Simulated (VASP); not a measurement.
## VASP 6.6.1 run: BaHfO3

INCAR

```
NSW = 0
LWAVE = .FALSE.
LREAL = .TRUE.
ENCUT = 520
ISMEAR = -1
IBRION = -1
LASPH = .TRUE.
SIGMA = 0.02
LCHARG = .FALSE.
GGA = PE
ISIF = 2
NBANDS = 27
PREC = Accurate
EDIFF = 1E-7
NELM = 54
```

KPOINTS

```
KPOINTS created by Atomic Simulation Environment
0
Gamma
2 2 2
0 0 0
```

POSCAR

```
Ba Hf O
 1.0000000000000000
     4.0517470077000004    0.0000000000000000    0.0000000000000000
     0.0000000000000000    4.0517470077000004    0.0000000000000000
     0.0000000000000000    0.0000000000000000    4.0517470077000004
 Ba  Hf  O
   1   1   3
Cartesian
  0.0000000000000000  0.0000000000000000  0.0000000000000000
  2.0258735038500002  2.0258735038500002  2.0258735038500002
  2.0258735038500002  2.0258735038500002  0.0000000000000000
  2.0258735038500002  0.0000000000000000  2.0258735038500002
  0.0000000000000000  2.0258735038500002  2.0258735038500002
```

The recommended PBE PAW datasets give the neutral cell 38 valence electrons.

Command

```
mpirun -np 1 vasp_std
```

OSZICAR

```
N       E                     dE             d eps       ncg     rms          rms(c)
DAV:   1     0.203704396932E+03    0.20370E+03   -0.21358E+04   216   0.138E+03
DAV:   2    -0.383315794089E+02   -0.24204E+03   -0.23537E+03   263   0.316E+02
DAV:   3    -0.490817903530E+02   -0.10750E+02   -0.10688E+02   293   0.628E+01
DAV:   4    -0.492748351599E+02   -0.19304E+00   -0.19295E+00   279   0.746E+00
DAV:   5    -0.492807590429E+02   -0.59239E-02   -0.59236E-02   301   0.799E-01    0.751E+01
DAV:   6    -0.420619996033E+02    0.72188E+01   -0.32018E+01   233   0.338E+01    0.648E+01
DAV:   7    -0.419834229158E+02    0.78577E-01   -0.14925E+00   252   0.760E+00    0.387E+01
DAV:   8    -0.419751307227E+02    0.82922E-02   -0.19589E-01   233   0.362E+00    0.781E+00
DAV:   9    -0.419623295114E+02    0.12801E-01   -0.51945E-02   250   0.151E+00    0.275E+00
DAV:  10    -0.419622450409E+02    0.84470E-04   -0.59587E-03   261   0.511E-01    0.638E-01
DAV:  11    -0.419621776176E+02    0.67423E-04   -0.41895E-04   252   0.131E-01    0.845E-02
DAV:  12    -0.419621950202E+02   -0.17403E-04   -0.41381E-05   290   0.427E-02    0.111E-01
DAV:  13    -0.419621980866E+02   -0.30664E-05   -0.35709E-06   272   0.133E-02    0.100E-02
DAV:  14    -0.419621978972E+02    0.18940E-06   -0.31392E-07   242   0.348E-03    0.981E-03
DAV:  15    -0.419621976873E+02    0.20991E-06   -0.11810E-07   191   0.229E-03    0.106E-03
DAV:  16    -0.419621977216E+02   -0.34312E-07   -0.10357E-08   135   0.700E-04
   1 F= -.41962198E+02 E0= -.41962198E+02  d E =-.146857E-12
```

Standard output (part)

```
POSCAR found type information on POSCAR BaHfO
 POSCAR found :  3 types and       5 ions
|     You have a (more or less) 'small supercell' and for smaller cells       |
|     it is recommended to use the reciprocal-space projection scheme!        |
|     The real-space optimization is not efficient for small cells and it     |
|     is also less accurate ...                                               |
|     Therefore, set LREAL=.FALSE. in the INCAR file.                         |
|     The real-space projection scheme for the treatment of the non-local     |
|     real-space optimization of all non-local projectors! BE WARNED that     |
|     a calculation using the real-space projection scheme together with      |
|     non-local projectors which were not real-space optimized (according     |
|     to the plane-wave cutoff used in this calculation) might give more      |
|     or less inaccurate results. I hope you know what you are doing.         |
 LDA part: xc-table for (Slater+PW92), standard interpolation
 POSCAR, INCAR and KPOINTS ok, starting setup
 WAVECAR not read
 entering main loop
```

From OUTCAR

```
k-points           NKPTS =      4   k-points in BZ     NKDIM =      4   number of bands    NBANDS=     27

   NELECT =      38.0000    total number of electrons

   dimension x,y,z NGX =    30 NGY =   30 NGZ =   30
   dimension x,y,z NGXF=    60 NGYF=   60 NGZF=   60

  energy-cutoff  :      520.00
  volume of cell :       66.52
      direct lattice vectors                 reciprocal lattice vectors
     4.051747008  0.000000000  0.000000000     0.246807118  0.000000000  0.000000000
     0.000000000  4.051747008  0.000000000     0.000000000  0.246807118  0.000000000
     0.000000000  0.000000000  4.051747008     0.000000000  0.000000000  0.246807118

 k-points in reciprocal lattice and weights: KPOINTS created by Atomic Simulation Env
   0.00000000  0.00000000  0.00000000       0.125
   0.50000000  0.00000000  0.00000000       0.375
   0.50000000  0.50000000  0.00000000       0.375
   0.50000000  0.50000000  0.50000000       0.125

 E-fermi :   3.6859

 k-point     1 :       0.0000    0.0000    0.0000
  band No.  band energies     occupation
      1     -25.5188      2.00000
      2     -25.5188      2.00000
      3     -25.5188      2.00000
      4     -21.9908      2.00000
      5     -13.7407      2.00000
      6     -13.2193      2.00000
      7     -13.2193      2.00000
      8      -7.1532      2.00000
      9      -7.1532      2.00000
     10      -7.1532      2.00000
     11       1.5610      2.00000
     12       1.5610      2.00000
     13       1.5610      2.00000
     14       1.9870      2.00000
     15       1.9870      2.00000
     16       1.9870      2.00000
     17       3.0064      2.00000
     18       3.0064      2.00000
     19       3.0064      2.00000
     20       6.6546      0.00000
     21       6.6546      0.00000
     22       6.6546      0.00000
     23       7.8157      0.00000
     24       7.8157      0.00000
     25       9.7667      0.00000
     26      12.4136      0.00000
     27      12.4143      0.00000

 k-point     2 :       0.5000    0.0000    0.0000
  band No.  band energies     occupation
      1     -25.7178      2.00000
      2     -25.5121      2.00000
      3     -25.5121      2.00000
      4     -21.8656      2.00000
      5     -13.9741      2.00000
      6     -13.1852      2.00000
      7     -12.1804      2.00000
      8      -7.0485      2.00000
      9      -7.0485      2.00000
     10      -6.8104      2.00000
     11      -1.1013      2.00000
     12       0.8911      2.00000
     13       0.8911      2.00000
     14       1.1452      2.00000
     15       1.1682      2.00000
     16       1.2205      2.00000
     17       1.2205      2.00000
     18       2.7089      2.00000
     19       2.7089      2.00000
     20       7.2943      0.00000
     21       9.8870      0.00000
     22       9.8923      0.00000
     23       9.8923      0.00000
     24      10.2722      0.00000
     25      10.7637      0.00000
     26      12.2783      0.00000
     27      12.2783      0.00000

 ...

  Total       14.1826786     14.1826786     14.1826786     -0.0000000     -0.0000000      0.0000000
  in kB      341.6188951    341.6188951    341.6188951     -0.0000000     -0.0000000      0.0000000
  external PRESSURE =     341.6188951 kB  Pullay stress =       0.0000000 kB

 POSITION                                       TOTAL-FORCE (eV/Angst)
 -----------------------------------------------------------------------------------
      0.00000      0.00000      0.00000         0.000000      0.000000      0.000000
      2.02587      2.02587      2.02587         0.000000      0.000000      0.000000
      2.02587      2.02587      0.00000         0.000000      0.000000      0.000000
      2.02587      0.00000      2.02587         0.000000      0.000000      0.000000
      0.00000      2.02587      2.02587         0.000000      0.000000      0.000000
 -----------------------------------------------------------------------------------
    total drift:                                0.000000      0.000000     -0.000000

  FREE ENERGIE OF THE ION-ELECTRON SYSTEM (eV)
  ---------------------------------------------------
  free  energy   TOTEN  =       -41.9621977216 eV

  energy  without entropy=      -41.9621977216  energy(sigma->0) =      -41.96219772
```

It converged. Results: gap between bands v and c on the k mesh 3.54 eV; least direct gap on the k mesh 3.65 eV; pressure 34.2 GPa. Band v is the last that the valence electrons fill when counted band by band, and c is the next.

These settings aren't sound, so the numbers aren't properties of the crystal.

On sound settings PBE gives a gap of 3.74 eV on its mesh and a pressure of 22.0 GPa for the intended cell.

The run took about 11 s on one core of a shared host (Intel Xeon Platinum 8488C) and held 0.16 GiB at most.
